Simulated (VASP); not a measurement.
Runs of VASP 6.6.1 on ZrSe2. The cell holds a slab with vacuum, 6 atoms: a = 3.748 Å, b = 3.748 Å, c = 27.288 Å, α = 90.00°, β = 90.00°, γ = 120.00°. 

```tsv
level	potentials or basis	spin	k mesh	grid for exact exchange (PRECFOCK)	screening parameter	gap on the mesh (eV)	largest force (eV/Å)
LDA	VASP PAW LDA potentials, release 64 (Se, Zr_sv)	off	9 × 9 × 1	-	-	(b)	0.44
PBE+D3(BJ)	VASP PAW PBE potentials, release 64 (Se, Zr_sv)	off	9 × 9 × 1	-	-	(a)	-
PBE+D3(BJ)	VASP PAW PBE potentials, release 64 (Se, Zr_sv)	off	6 × 6 × 1	-	-	0.26	0.02
HSE06	VASP PAW PBE potentials, release 64 (Se, Zr_sv)	off	6 × 6 × 1	Fast	0.2 1/A	0.93	0.34
```

Alike in all rows: task band structure; cell as given; cutoff (eV) 520; smearing gaussian 0.03 eV.

Problem. Fill in the values left out.

Solution. (a) 0.30; (b) 0.21.

Caveats: the PAW data sets were made with another functional, which shifts forces and pressure a little (some runs).

A k mesh can miss the band edges, and the runs leave out spin-orbit coupling on Se, Zr.

Not every run made on this cell is shown here.
